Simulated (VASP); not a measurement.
# SnSe in VASP: Born charges and dielectric tensor with LDA

Aim: the Born charges and dielectric tensor of SnSe with LDA.

Program: VASP 6.6.1. These are calculated values, not measurements. Logs are shortened: lines on timing, memory, paths and dates and some standing lists are left out, and cuts for length are marked.

### Step 1. Starting point

The cell holds a slab with vacuum, 4 atoms: a = 4.285 Å, b = 4.285 Å, c = 10.991 Å, α = 90.00°, β = 90.00°, γ = 90.00°.

### Step 2. Born charges and dielectric tensor, LDA

The input, INCAR:

```
PREC = Accurate
ENCUT = 600
EDIFF = 1E-8
ISMEAR = 0
SIGMA = 0.02
LREAL = False
LASPH = True
NELM = 100
ALGO = Normal
ISIF = 2
LWAVE = False
LCHARG = False
GGA = CA
LEPSILON = True
IBRION = 8
NSW = 1
```

The input, KPOINTS:

```
Automatic mesh
0
Gamma
  6 6 4
```

The input, POSCAR:

```
SnSe
1.0
    4.2853274200      0.0000000000      0.0000000000
    0.0000000000      4.2853274200      0.0000000000
    0.0000000000      0.0000000000     10.9906921300
Sn Se
2 2
Direct
    0.5000000000      0.0000000000      0.3722291100
    0.0000000000      0.5000000000      0.6277708900
    0.5000000000      0.0000000000      0.6160394900
    0.0000000000      0.5000000000      0.3839605100
```

Potentials or basis: VASP PAW LDA potentials, release 64 (Sn_d, Se).

The run is started by

```console
> cat potpaw_LDA.64/Sn_d/POTCAR potpaw_LDA.64/Se/POTCAR > POTCAR
> mpirun -np 1 vasp_std > vasp.out
```

OUTCAR:

```text
PREC = Accurate
   ENCUT = 600
   EDIFF = 1E-8
   ISMEAR = 0
   LREAL = False
   LASPH = True
   NELM = 100
   ISIF = 2
   GGA = CA
   LEPSILON = True
   IBRION = 8
   NSW = 1

 ion  position               nearest neighbor table
   1  0.500  0.000  0.372-   3 2.68   4 3.03   4 3.03   4 3.03   4 3.03
   2  0.000  0.500  0.628-   4 2.68   3 3.03   3 3.03   3 3.03   3 3.03
   3  0.500  0.000  0.616-   1 2.68   2 3.03   2 3.03   2 3.03   2 3.03
   4  0.000  0.500  0.384-   2 2.68   1 3.03   1 3.03   1 3.03   1 3.03

  LATTYP: Found a simple tetragonal cell.
 ALAT       =     4.2853274200
 C/A-ratio  =     2.5647263448

  Lattice vectors:

 A1 = (   4.2853274200,   0.0000000000,   0.0000000000)
 A2 = (   0.0000000000,   4.2853274200,   0.0000000000)
 A3 = (   0.0000000000,   0.0000000000,  10.9906921300)

Analysis of symmetry for initial positions (statically):
=====================================================================
 Subroutine PRICEL returns:
 Original cell was already a primitive cell.

 Routine SETGRP: Setting up the symmetry group for a
 simple tetragonal supercell.

 Subroutine GETGRP returns: Found 16 space group operations
 (whereof  8 operations were pure point group operations)
 out of a pool of 16 trial point group operations.

The static configuration has the point symmetry D_2d.
 The point group associated with its full space group is D_4h.

Analysis of symmetry for dynamics (positions and initial velocities):
=====================================================================
 Subroutine PRICEL returns:
 Original cell was already a primitive cell.

 Routine SETGRP: Setting up the symmetry group for a
 simple tetragonal supercell.

 Subroutine GETGRP returns: Found 16 space group operations
 (whereof  8 operations were pure point group operations)
 out of a pool of 16 trial point group operations.

The dynamic configuration has the point symmetry D_2d.
 The point group associated with its full space group is D_4h.

 Subroutine INISYM returns: Found 16 space group operations
 (whereof  8 operations are pure point group operations),
 and found     1 'primitive' translations

----------------------------------------------------------------------------------------

                                     Primitive cell

  volume of cell :     201.8334

  direct lattice vectors                    reciprocal lattice vectors
     4.285327420  0.000000000  0.000000000     0.233354398  0.000000000  0.000000000
     0.000000000  4.285327420  0.000000000     0.000000000  0.233354398  0.000000000
     0.000000000  0.000000000 10.990692130     0.000000000  0.000000000  0.090986081

  length of vectors
     4.285327420  4.285327420 10.990692130     0.233354398  0.233354398  0.090986081

  position of ions in fractional coordinates (direct lattice)
     0.500000000  0.000000000  0.372229110
     0.000000000  0.500000000  0.627770890
     0.500000000  0.000000000  0.616039490
     0.000000000  0.500000000  0.383960510

  ion indices of the primitive-cell ions
   primitive index   ion index
                 1           1
                 2           2
                 3           3
[... 841 lines left out ...]

[... ionic steps 4 to 9 ...]

--------------------------------------- Ionic step       10  -------------------------------------------

------------------------ aborting loop because EDIFF is reached ----------------------------------------

[... ionic steps 11 to 11 ...]

--------------------------------------- Ionic step       12  -------------------------------------------

 Free energy of the ion-electron system (eV)
  ---------------------------------------------------
  ---------------------------------------------------
  free energy    TOTEN  =        -0.10115550 eV

  energy without entropy =       -0.10115550

------------------------ aborting loop because EDIFF is reached ----------------------------------------

 INTERNAL STRAIN TENSOR  FOR ION    3  DIRECTION 3   (eV/Angst):
 -----------------------------------------------------------------------------
    -1.43861  0.00000  0.00000
     0.00000 -1.43861  0.00000
     0.00000  0.00000-13.15655

 MACROSCOPIC STATIC DIELECTRIC TENSOR (including local field effects in DFT)
 ------------------------------------------------------
          14.121462     0.000000     0.000000
           0.000000    14.121462     0.000000
           0.000000     0.000000     1.987147
 ------------------------------------------------------

 PIEZOELECTRIC TENSOR (including local field effects)  for field in x, y, z        (e  Angst)
          XX          YY          ZZ          XY          YZ          ZX
  --------------------------------------------------------------------------------
  x     0.00000     0.00000     0.00000     0.00000     0.00000     0.00000
  y     0.00000    -0.00000    -0.00000     0.00000     0.00000     0.00000
  z     0.00000     0.00000     0.00000     0.00000     0.00000     0.00000

 PIEZOELECTRIC TENSOR (including local field effects)  for field in x, y, z        (C/m^2)
          XX          YY          ZZ          XY          YZ          ZX
  --------------------------------------------------------------------------------
  x     0.00000     0.00000     0.00000     0.00000     0.00000     0.00000
  y     0.00000    -0.00000    -0.00000     0.00000     0.00000     0.00000
  z     0.00000     0.00000     0.00000     0.00000     0.00000     0.00000

 BORN EFFECTIVE CHARGES (including local field effects) (in |e|, cummulative output)
 ---------------------------------------------------------------------------------
 ion    1
    1     5.45167     0.00000     0.00000
    2     0.00000     5.45167    -0.00000
    3     0.00000     0.00000     0.38793
 ion    2
    1     5.45167     0.00000     0.00000
    2     0.00000     5.45167     0.00000
    3     0.00000     0.00000     0.38793
 ion    3
    1    -5.45167     0.00000     0.00000
    2     0.00000    -5.45167     0.00000
    3     0.00000     0.00000    -0.38793
 ion    4
    1    -5.45167     0.00000    -0.00000
    2     0.00000    -5.45167     0.00000
    3     0.00000     0.00000    -0.38793

 INTERNAL STRAIN TENSOR FOR ION    4 for displacements in x,y,z  (eV/Angst):
          X           Y           Z          XY          YZ          ZX
  --------------------------------------------------------------------------------
  x     0.00000     0.00000     0.00000     0.00000     0.00000     2.92331
  y     0.00000     0.00000     0.00000     0.00000     2.93758     0.00000
  z     1.43861     1.43861    13.15655     0.00000     0.00000     0.00000

 SECOND DERIVATIVES (NOT SYMMETRIZED)
 ------------------------------------
               1X          1Y          1Z          2X          2Y          2Z          3X          3Y          3Z          4X          4Y          4Z
  1X     0.037095    0.000000    0.000000    0.455572    0.000000    0.000000   -0.332556    0.000000    0.000000   -0.160112    0.000000    0.000000
  1Y     0.000000    0.037095    0.000000    0.000000    0.455572    0.000000    0.000000   -0.332556    0.000000    0.000000   -0.160112    0.000000
  1Z     0.000000    0.000000   -6.334607    0.000000    0.000000   -0.355565    0.000000    0.000000    5.609216    0.000000    0.000000    1.080956
  2X     0.455572    0.000000    0.000000    0.037095    0.000000    0.000000   -0.160112    0.000000    0.000000   -0.332556    0.000000    0.000000
  2Y     0.000000    0.455572    0.000000    0.000000    0.037095    0.000000    0.000000   -0.160112    0.000000    0.000000   -0.332556    0.000000
  2Z     0.000000    0.000000   -0.355565    0.000000    0.000000   -6.334607    0.000000    0.000000    1.080956    0.000000    0.000000    5.609216
  3X    -0.340964    0.000000    0.000000   -0.165727    0.000000    0.000000   -1.053422    0.000000    0.000000    1.560113    0.000000    0.000000
  3Y     0.000000   -0.340964    0.000000    0.000000   -0.165727    0.000000    0.000000   -1.053422    0.000000    0.000000    1.560113    0.000000
  3Z     0.000000    0.000000    5.626839    0.000000    0.000000    1.098875    0.000000    0.000000   -6.003107    0.000000    0.000000   -0.722607
  4X    -0.165727    0.000000    0.000000   -0.340964    0.000000    0.000000    1.560113    0.000000    0.000000   -1.053422    0.000000    0.000000
  4Y     0.000000   -0.165727    0.000000    0.000000   -0.340964    0.000000    0.000000    1.560113    0.000000    0.000000   -1.053422    0.000000
  4Z     0.000000    0.000000    1.098875    0.000000    0.000000    5.626839    0.000000    0.000000   -0.722607    0.000000    0.000000   -6.003107

 Eigenvectors and eigenvalues of the dynamical matrix
 ----------------------------------------------------

   1 f  =    5.881452 THz    36.954256 2PiTHz  196.184138 cm-1    24.323722 meV
             X         Y         Z           dx          dy          dz
      2.142664  0.000000  4.091056    -0.000000   -0.000000   -0.446197
      0.000000  2.142664  6.899637    -0.000000   -0.000000   -0.446197
      2.142664  0.000000  6.770700     0.000000    0.000000    0.548551
      0.000000  2.142664  4.219992    -0.000000   -0.000000    0.548551
[... 71 lines left out ...]
  12 f/i=    1.607095 THz    10.097678 2PiTHz   53.606932 cm-1     6.646409 meV
             X         Y         Z           dx          dy          dz
      2.142664  0.000000  4.091056    -0.379628   -0.228599    0.000000
      0.000000  2.142664  6.899637    -0.379628   -0.228599    0.000000
      2.142664  0.000000  6.770700     0.472046    0.284249   -0.000000
      0.000000  2.142664  4.219992     0.472046    0.284249    0.000000

--------------------------------------------------------------------------------------------------------

 MACROSCOPIC STATIC DIELECTRIC TENSOR IONIC CONTRIBUTION
 ------------------------------------------------------
          -0.000000    -0.000000    -0.000000
           0.000000     0.000000    -0.000000
          -0.000000    -0.000000     0.040228
 ------------------------------------------------------

 ELASTIC MODULI CONTR FROM IONIC RELAXATION (kBar)
 Direction    XX          YY          ZZ          XY          YZ          ZX
 --------------------------------------------------------------------------------
 XX         -23.1382    -23.1382    -92.9415      0.0000      0.0000      0.0000
 YY         -23.1382    -23.1382    -92.9415      0.0000      0.0000      0.0000
 ZZ         -92.9415    -92.9415   -597.1891      0.0000      0.0000      0.0000
 XY           0.0000      0.0000      0.0000      0.0000      0.0000      0.0000
 YZ           0.0000      0.0000      0.0000      0.0000    -66.3514      0.0000
 ZX           0.0000      0.0000      0.0000      0.0000      0.0000    -64.4736
 --------------------------------------------------------------------------------

 PIEZOELECTRIC TENSOR IONIC CONTR  for field in x, y, z        (C/m^2)
          XX          YY          ZZ          XY          YZ          ZX
  --------------------------------------------------------------------------------
  x    -0.00000    -0.00000    -0.00000     0.00000    -0.00000    -0.00000
  y     0.00000     0.00000     0.00000     0.00000    -0.00000     0.00000
  z    -0.00000    -0.00000     0.00000     0.00000    -0.00000     0.00000
```

Wall time 56 min (1 thread of Intel Xeon Platinum 8375C at 2.90GHz (Ice Lake), shared host); peak memory 0.98 GiB.

Results:

```
Band gap on the k mesh                                  : 1.45 eV, direct
Electronic dielectric tensor (diagonal)                 : 14.12, 14.12, 1.99
Born charges (mean of the diagonal)                     : Sn +3.76; Se -3.76 e
Highest phonon frequency at Γ, LO-TO splitting left out : 196 cm⁻¹
Most unstable mode                                      : 54i cm⁻¹
```

Levels at points of the mesh, in eV from the valence-band top:
```
           k point  band 16  band 17  band 18  band 19  band 20  band 21  band 22  band 23  band 24
(0.00, 0.00, 0.00)    -2.94    -2.94    -1.60    -1.60    -0.20     1.65     3.83     3.84     4.40
(0.50, 0.00, 0.00)    -2.19    -1.41    -1.41    -0.19    -0.19     1.54     1.54     2.10     2.10
(0.50, 0.50, 0.00)    -4.69    -3.12    -3.12    -1.59    -1.59     3.71     3.71     4.74     4.74
(0.00, 0.00, 0.50)    -2.94    -2.94    -1.60    -1.60    -0.20     1.51     3.83     4.40     4.40
(0.50, 0.00, 0.50)    -2.19    -1.41    -1.41    -0.19    -0.19     1.54     1.54     2.10     2.10
(0.50, 0.50, 0.50)    -4.69    -3.12    -3.12    -1.59    -1.59     3.67     3.67     4.80     4.80
```

Phonon frequencies in cm⁻¹ (negative: imaginary):
```tsv
q point	frequencies
(0.000, 0.000, 0.000)	-54 -54 0 0 0 30 30 55 95 95 170 196
```

Electronic dielectric tensor:
```
14.12  0.00  0.00
 0.00 14.12  0.00
 0.00  0.00  1.99
```

Born effective charge tensors (e):
atom 1, Sn
```
5.45 0.00 0.00
0.00 5.45 0.00
0.00 0.00 0.39
```
atom 2, Sn
```
5.45 0.00 0.00
0.00 5.45 0.00
0.00 0.00 0.39
```
atom 3, Se
```
-5.45  0.00  0.00
 0.00 -5.45  0.00
 0.00  0.00 -0.39
```
atom 4, Se
```
-5.45  0.00  0.00
 0.00 -5.45  0.00
 0.00  0.00 -0.39
```

Caveat: some modes are imaginary; spin-orbit coupling is left out, which moves the levels of the heavy elements.
